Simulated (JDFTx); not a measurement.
# RbBr (Fm-3m) in JDFTx: notebook

One crystal, RbBr, is run at these levels: LDA; tasks: equation of state.

Everything below comes from runs of JDFTx 1.7.0 (patched build). Logs are shortened: lines on timing, memory, paths and dates and some standing lists are left out, and cuts for length are marked. The log counts tension as positive stress, the text compression.

**1. Starting point**

It takes space group Fm-3m (No. 225, cubic). Conventional cell: a = 6.854 Å, b = 6.854 Å, c = 6.854 Å, α = 90.00°, β = 90.00°, γ = 90.00°. Around Rb (site symmetry m-3m) lie 6 Br at 3.43 Å. Br (site symmetry m-3m) is surrounded by 6 Rb at 3.43 Å.

**2. Equation of state, LDA, 37.83 Å³/atom (volume scaled by 0.94)**

Input file RbBr.in:

```
lattice \
    0.0000000000     3.3570415946     3.3570415946 \
    3.3570415946     0.0000000000     3.3570415946 \
    3.3570415946     3.3570415946     0.0000000000
latt-scale 1.889726124626 1.889726124626 1.889726124626
coords-type Lattice
ion Rb     0.0000000000     0.0000000000     0.0000000000 1
ion Br     0.5000000000     0.5000000000     0.5000000000 1

ion-species pseudo/Rb.upf
ion-species pseudo/Br.upf
elec-cutoff 22 176
elec-ex-corr lda-PW
kpoint-folding 7 7 7
elec-smearing Fermi 0.0018374661
elec-n-bands 14
electronic-SCF nIterations 100 energyDiffThreshold 1e-09
electronic-minimize nIterations 30 energyDiffThreshold 1e-7
forces-output-coords Cartesian

dump-name run.$VAR
dump End Ecomponents EigStats BandEigs Kpoints Forces Stress
```

Potentials or basis: PseudoDojo-SR-LDA-0.4.1-standard.

The run is started by

```sh
$ jdftx -c 1 -i RbBr.in -o RbBr.out
```

Output:

```text
*************** JDFTx 1.7.0 (patched build) ***************

Input parsed successfully to the following command list (including defaults):
[... the input with its defaults ...]

---------- Setting up symmetries ----------

Found 48 point-group symmetries of the bravais lattice
Found 48 space-group symmetries with basis
Applied RMS atom displacement 0 bohrs to make symmetries exact.

---------- Initializing the Grid ----------
R =
[            0      6.34389      6.34389  ]
[      6.34389            0      6.34389  ]
[      6.34389      6.34389            0  ]
unit cell volume = 510.619
G =
[  -0.495216   0.495216   0.495216  ]
[   0.495216  -0.495216   0.495216  ]
[   0.495216   0.495216  -0.495216  ]
Minimum fftbox size, Smin = [  56  56  56  ]
Chosen fftbox size, S = [  56  56  56  ]

---------- Initializing tighter grid for wavefunction operations ----------
R =
[            0      6.34389      6.34389  ]
[      6.34389            0      6.34389  ]
[      6.34389      6.34389            0  ]
unit cell volume = 510.619
G =
[  -0.495216   0.495216   0.495216  ]
[   0.495216  -0.495216   0.495216  ]
[   0.495216   0.495216  -0.495216  ]
Minimum fftbox size, Smin = [  40  40  40  ]
Chosen fftbox size, S = [  40  40  40  ]

---------- Exchange Correlation functional ----------
Initalized Slater LDA exchange.
Initalized Perdew-Wang LDA correlation.

---------- Setting up pseudopotentials ----------
Width of ionic core gaussian charges (only for fluid interactions / plotting) set to 0

Reading pseudopotential file 'pseudo/Rb.upf':
  'Rb' pseudopotential, 'SLA  PW   NOGX NOGC' functional
  Generated using ONCVPSP code by D. R. Hamann
  9 valence electrons, 3 orbitals, 6 projectors, 1001 radial grid points, with lMax = 2
    4S    l: 0   occupation:  2.0   eigenvalue: -1.174891
    4P    l: 1   occupation:  6.0   eigenvalue: -0.589196
    5S    l: 0   occupation:  1.0   eigenvalue: -0.086836
  WARNING: large normalization error in atomic orbital 2s (integral: 0.980017).
  Core radius for overlap checks: 1.88 bohrs.

Reading pseudopotential file 'pseudo/Br.upf':
  'Br' pseudopotential, 'SLA  PW   NOGX NOGC' functional
  Generated using ONCVPSP code by D. R. Hamann
  7 valence electrons, 2 orbitals, 6 projectors, 1001 radial grid points, with lMax = 2
    4S    l: 0   occupation:  2.0   eigenvalue: -0.746748
    4P    l: 1   occupation:  5.0   eigenvalue: -0.294086
  Core radius for overlap checks: 1.88 bohrs.

Initialized 2 species with 2 total atoms.

Folded 1 k-points by 7x7x7 to 343 k-points.

---------- Setting up k-points, bands, fillings ----------
Reduced to 20 k-points under symmetry.
Computing the number of bands and number of electrons
Calculating initial fillings.
nElectrons:  16.000000   nBands: 14   nStates: 20

----- Setting up reduced wavefunction bases (one per k-point) -----
average nbasis = 2516.085 , ideal nbasis = 2516.661

---------- Setting up ewald sum ----------
Optimum gaussian width for ewald sums = 2.881285 bohr.
Real space sum over 1331 unit cells with max indices [  5  5  5  ]
Reciprocal space sum over 2197 terms with max indices [  6  6  6  ]

---------- Allocating electronic variables ----------
Initializing wave functions:  linear combination of atomic orbitals
Note: number of bands (14) exceeds available atomic orbitals (9)
Rb pseudo-atom occupations:   s ( 2 1 )  p ( 6 )
Br pseudo-atom occupations:   s ( 2 )  p ( 5 )
	FillingsUpdate:  mu: +0.178450036  nElectrons: 16.000000
LCAOMinimize: Iter:   0  F: -38.1228054258758178  |grad|_K:  2.670e-03  alpha:  1.000e+00
	FillingsUpdate:  mu: +0.172605164  nElectrons: 16.000000
LCAOMinimize: Iter:   1  F: -38.1335006908809291  |grad|_K:  3.185e-05  alpha:  6.883e-01  linmin:  1.211e-01  cgtest: -4.204e-01
	FillingsUpdate:  mu: +0.172572639  nElectrons: 16.000000
LCAOMinimize: Iter:   2  F: -38.1335020259719428  |grad|_K:  1.666e-05  alpha:  8.301e-01  linmin:  5.899e-04  cgtest:  4.890e-01
	FillingsUpdate:  mu: +0.172602554  nElectrons: 16.000000
LCAOMinimize: Iter:   3  F: -38.1335023842268086  |grad|_K:  5.592e-07  alpha:  6.584e-01  linmin: -2.365e-03  cgtest:  2.480e-03
	FillingsUpdate:  mu: +0.172602263  nElectrons: 16.000000
LCAOMinimize: Iter:   4  F: -38.1335023848266630  |grad|_K:  2.576e-08  alpha:  9.789e-01  linmin:  1.094e-03  cgtest: -6.961e-03
LCAOMinimize: Converged (|Delta F|<1.000000e-06 for 2 iters).

-------- Electronic minimization -----------
Will mix electronic density at each iteration.
	FillingsUpdate:  mu: +0.172602263  nElectrons: 16.000000
	FillingsUpdate:  mu: +0.155044889  nElectrons: 16.000000
SCF: Cycle:  0   F: -38.150987508113111   dF: -1.749e-02   |Residual|: 7.886e-02   |deigs|: 1.693e-01
	FillingsUpdate:  mu: +0.153086673  nElectrons: 16.000000
SCF: Cycle:  1   F: -38.163194129606680   dF: -1.221e-02   |Residual|: 2.294e-02   |deigs|: 1.585e-02
	FillingsUpdate:  mu: +0.100000000  nElectrons: 16.000000
SCF: Cycle:  2   F: -38.164611424618919   dF: -1.417e-03   |Residual|: 5.575e-03   |deigs|: 5.644e-03
	FillingsUpdate:  mu: +0.100000000  nElectrons: 16.000000
SCF: Cycle:  3   F: -38.164625282313089   dF: -1.386e-05   |Residual|: 7.771e-04   |deigs|: 8.558e-04
	FillingsUpdate:  mu: +0.100000000  nElectrons: 16.000000
SCF: Cycle:  4   F: -38.164626901146413   dF: -1.619e-06   |Residual|: 3.785e-04   |deigs|: 3.136e-04
	FillingsUpdate:  mu: +0.100000000  nElectrons: 16.000000
SCF: Cycle:  5   F: -38.164627230600814   dF: -3.295e-07   |Residual|: 6.211e-05   |deigs|: 2.290e-04
	FillingsUpdate:  mu: +0.100000000  nElectrons: 16.000000
SCF: Cycle:  6   F: -38.164627339422786   dF: -1.088e-07   |Residual|: 2.221e-05   |deigs|: 3.766e-04
	FillingsUpdate:  mu: +0.100000000  nElectrons: 16.000000
SCF: Cycle:  7   F: -38.164627370805967   dF: -3.138e-08   |Residual|: 8.085e-06   |deigs|: 1.755e-04
	FillingsUpdate:  mu: +0.100000000  nElectrons: 16.000000
SCF: Cycle:  8   F: -38.164627383669284   dF: -1.286e-08   |Residual|: 3.522e-06   |deigs|: 2.202e-04
	FillingsUpdate:  mu: +0.100000000  nElectrons: 16.000000
SCF: Cycle:  9   F: -38.164627387158959   dF: -3.490e-09   |Residual|: 9.601e-07   |deigs|: 1.456e-04
	FillingsUpdate:  mu: +0.100000000  nElectrons: 16.000000
SCF: Cycle: 10   F: -38.164627388880334   dF: -1.721e-09   |Residual|: 1.169e-06   |deigs|: 1.579e-04
	FillingsUpdate:  mu: +0.100000000  nElectrons: 16.000000
SCF: Cycle: 11   F: -38.164627389230908   dF: -3.506e-10   |Residual|: 2.716e-07   |deigs|: 8.991e-05
	FillingsUpdate:  mu: +0.100000000  nElectrons: 16.000000
SCF: Cycle: 12   F: -38.164627389443240   dF: -2.123e-10   |Residual|: 3.576e-07   |deigs|: 1.680e-04
SCF: Converged (|Delta E|<1.000000e-09 for 2 iters).

Setting wave functions to eigenvectors of Hamiltonian

# Stress tensor in Cartesian coordinates [Eh/a0^3]:
[  1.38265e-05            0            0  ]
[            0  1.38265e-05            0  ]
[            0            0  1.38265e-05  ]

# Ionic positions in lattice coordinates:
ion Rb   0.000000000000000   0.000000000000000   0.000000000000000 1
ion Br   0.500000000000000   0.500000000000000   0.500000000000000 1

# Forces in Cartesian coordinates:
force Rb   0.000000000000000  -0.000000000000000   0.000000000000000 1
force Br   0.000000000000000   0.000000000000000  -0.000000000000000 1

# Energy components:
   Eewald =      -28.8994018371710943
       EH =        7.0431623486101955
     Eloc =      -21.7363908463555546
      Enl =        1.1054350836092408
      Exc =      -12.2367712990479056
 Exc_core =        4.8555589467208602
       KE =       11.7037802141910348
-------------------------------------
     Etot =      -38.1646273894432184
       TS =        0.0000000000000224
-------------------------------------
        F =      -38.1646273894432397

IonicMinimize: Iter:   0  F: -38.164627389443240  |grad|_K:       -nan
IonicMinimize: None of the convergence criteria satisfied after 0 iterations.

#--- Lowdin population analysis ---
# oxidation-state Rb +0.717
# oxidation-state Br -0.655

Dumping 'run.eigStats' ...
	eMin: -0.838631 at state 0 ( [ +0.000000 +0.000000 +0.000000 ] spin 0 )
	HOMO: +0.051964 at state 0 ( [ +0.000000 +0.000000 +0.000000 ] spin 0 )
	mu  : +0.100000
	LUMO: +0.202755 at state 0 ( [ +0.000000 +0.000000 +0.000000 ] spin 0 )
	eMax: +0.467500 at state 13 ( [ +0.000000 +0.285714 -0.285714 ] spin 0 )
	HOMO-LUMO gap: +0.150792
	Optical gap  : +0.150792 at state 0 ( [ +0.000000 +0.000000 +0.000000 ] spin 0 )
Done!
[note: mu as printed may lie anywhere between the filled and the empty levels]
```

Run time: 25 s. Hardware: 1 thread of Intel Xeon Platinum 8488C (Sapphire Rapids), shared host; peak memory 0.1 GiB.

Results:

| Quantity | Value |
| --- | --- |
| Free energy | -1038.5124 eV |
| Pressure | -0.4 GPa |
| Band gap on the k mesh | 4.10 eV, direct |
| Loewdin charges | Rb +0.72; Br -0.66 e |

**3. Equation of state, LDA, 38.64 Å³/atom (volume scaled by 0.96)**

Edit RbBr.in of step 2 so:

```diff
@@ -1,5 +1,5 @@
 lattice \
-    0.0000000000     3.3570415946     3.3570415946 \
-    3.3570415946     0.0000000000     3.3570415946 \
-    3.3570415946     3.3570415946     0.0000000000
+    0.0000000000     3.3806835115     3.3806835115 \
+    3.3806835115     0.0000000000     3.3806835115 \
+    3.3806835115     3.3806835115     0.0000000000
 latt-scale 1.889726124626 1.889726124626 1.889726124626
```

Potentials or basis: PseudoDojo-SR-LDA-0.4.1-standard.

The run is started by

```sh
$ jdftx -c 1 -i RbBr.in -o RbBr.out
```

It took 25 s on 1 thread of Intel Xeon Platinum 8488C (Sapphire Rapids), shared host; peak memory 0.1 GiB.

The run converged. Its results:

```
Free energy            : -1038.5071 eV
Pressure               : -0.7 GPa
Band gap on the k mesh : 4.05 eV, direct
Loewdin charges        : Rb +0.72; Br -0.66 e
```

**4. Equation of state, LDA, 39.44 Å³/atom (volume scaled by 0.98)**

Edit RbBr.in of step 3 so:

```diff
@@ -1,5 +1,5 @@
 lattice \
-    0.0000000000     3.3806835115     3.3806835115 \
-    3.3806835115     0.0000000000     3.3806835115 \
-    3.3806835115     3.3806835115     0.0000000000
+    0.0000000000     3.4039993070     3.4039993070 \
+    3.4039993070     0.0000000000     3.4039993070 \
+    3.4039993070     3.4039993070     0.0000000000
 latt-scale 1.889726124626 1.889726124626 1.889726124626
```

The run is started by

```sh
$ jdftx -c 1 -i RbBr.in -o RbBr.out
```

Wall time 25 s (1 thread of Intel Xeon Platinum 8488C (Sapphire Rapids), shared host); peak memory 0.1 GiB.

The run converged. Its results:

| Item | Value |
| --- | --- |
| Free energy | -1038.4986 eV |
| Pressure | -1.0 GPa |
| Band gap on the k mesh | 4.00 eV, direct |
| Loewdin charges | Rb +0.72; Br -0.66 e |

**5. Equation of state, LDA, 40.25 Å³/atom**

Edit RbBr.in of step 4 so:

```diff
@@ -1,5 +1,5 @@
 lattice \
-    0.0000000000     3.4039993070     3.4039993070 \
-    3.4039993070     0.0000000000     3.4039993070 \
-    3.4039993070     3.4039993070     0.0000000000
+    0.0000000000     3.4270000000     3.4270000000 \
+    3.4270000000     0.0000000000     3.4270000000 \
+    3.4270000000     3.4270000000     0.0000000000
 latt-scale 1.889726124626 1.889726124626 1.889726124626
```

The run is started by

```sh
$ jdftx -c 1 -i RbBr.in -o RbBr.out
```

Wall time 25 s (1 thread of Intel Xeon Platinum 8488C (Sapphire Rapids), shared host); peak memory 0.1 GiB.

It converged, with:

```yaml
Free_energy: -1038.4875 eV
Pressure: -1.3 GPa
Band_gap_on_the_k_mesh: 3.95 eV, direct
Loewdin_charges: Rb +0.72; Br -0.66 e
```

**6. Equation of state, LDA, 41.05 Å³/atom (volume scaled by 1.02)**

Edit RbBr.in of step 5 so:

```diff
@@ -1,5 +1,5 @@
 lattice \
-    0.0000000000     3.4270000000     3.4270000000 \
-    3.4270000000     0.0000000000     3.4270000000 \
-    3.4270000000     3.4270000000     0.0000000000
+    0.0000000000     3.4496960257     3.4496960257 \
+    3.4496960257     0.0000000000     3.4496960257 \
+    3.4496960257     3.4496960257     0.0000000000
 latt-scale 1.889726124626 1.889726124626 1.889726124626
```

Potentials or basis: PseudoDojo-SR-LDA-0.4.1-standard.

The run is started by

```sh
$ jdftx -c 1 -i RbBr.in -o RbBr.out
```

Wall time 26 s (1 thread of Intel Xeon Platinum 8488C (Sapphire Rapids), shared host); peak memory 0.1 GiB.

It converged, with:

```
Free energy            : -1038.4740 eV
Pressure               : -1.5 GPa
Band gap on the k mesh : 3.90 eV, direct
Loewdin charges        : Rb +0.72; Br -0.66 e
```

Caveat: an odd mesh through Γ misses points on the zone boundary, where band edges often lie.

**7. Equation of state, LDA, 41.86 Å³/atom (volume scaled by 1.04)**

Edit RbBr.in of step 6 so:

```diff
@@ -1,5 +1,5 @@
 lattice \
-    0.0000000000     3.4496960257     3.4496960257 \
-    3.4496960257     0.0000000000     3.4496960257 \
-    3.4496960257     3.4496960257     0.0000000000
+    0.0000000000     3.4720972769     3.4720972769 \
+    3.4720972769     0.0000000000     3.4720972769 \
+    3.4720972769     3.4720972769     0.0000000000
 latt-scale 1.889726124626 1.889726124626 1.889726124626
```

The run is started by

```sh
$ jdftx -c 1 -i RbBr.in -o RbBr.out
```

It took 26 s on 1 thread of Intel Xeon Platinum 8488C (Sapphire Rapids), shared host; peak memory 0.1 GiB.

The run converged. Its results:

- Free energy: -1038.4584 eV
- Pressure: -1.7 GPa
- Band gap on the k mesh: 3.86 eV, direct
- Loewdin charges: Rb +0.72; Br -0.67 e

Caveat: an odd mesh through Γ misses points on the zone boundary, where band edges often lie.

**8. Equation of state, LDA, 42.66 Å³/atom (volume scaled by 1.06)**

Edit RbBr.in of step 7 so:

```diff
@@ -1,5 +1,5 @@
 lattice \
-    0.0000000000     3.4720972769     3.4720972769 \
-    3.4720972769     0.0000000000     3.4720972769 \
-    3.4720972769     3.4720972769     0.0000000000
+    0.0000000000     3.4942131424     3.4942131424 \
+    3.4942131424     0.0000000000     3.4942131424 \
+    3.4942131424     3.4942131424     0.0000000000
 latt-scale 1.889726124626 1.889726124626 1.889726124626
```

The run is started by

```sh
$ jdftx -c 1 -i RbBr.in -o RbBr.out
```

It took 26 s on 1 thread of Intel Xeon Platinum 8488C (Sapphire Rapids), shared host; peak memory 0.1 GiB.

It converged, with:

* Free energy: -1038.4411 eV
* Pressure: -1.8 GPa
* Band gap on the k mesh: 3.82 eV, direct
* Loewdin charges: Rb +0.72; Br -0.67 e

Caveat: an odd mesh through Γ misses points on the zone boundary, where band edges often lie.

**9. Equation of state, LDA**

Potentials or basis: PseudoDojo-SR-LDA-0.4.1-standard.

This step only gathers the single runs of the series.

Results:

* Equilibrium volume: 37.06 Å³/atom (rough: see the caveat)
* Bulk modulus: 18.5 GPa (rough)

Energy against volume, from the lowest point:
```csv
volume (Å³/atom),energy (meV/atom)
37.833,0.00
38.638,2.67
39.443,6.90
40.248,12.47
41.053,19.23
41.858,27.00
42.663,35.67
```

Caveat: the minimum lies outside the volumes run.
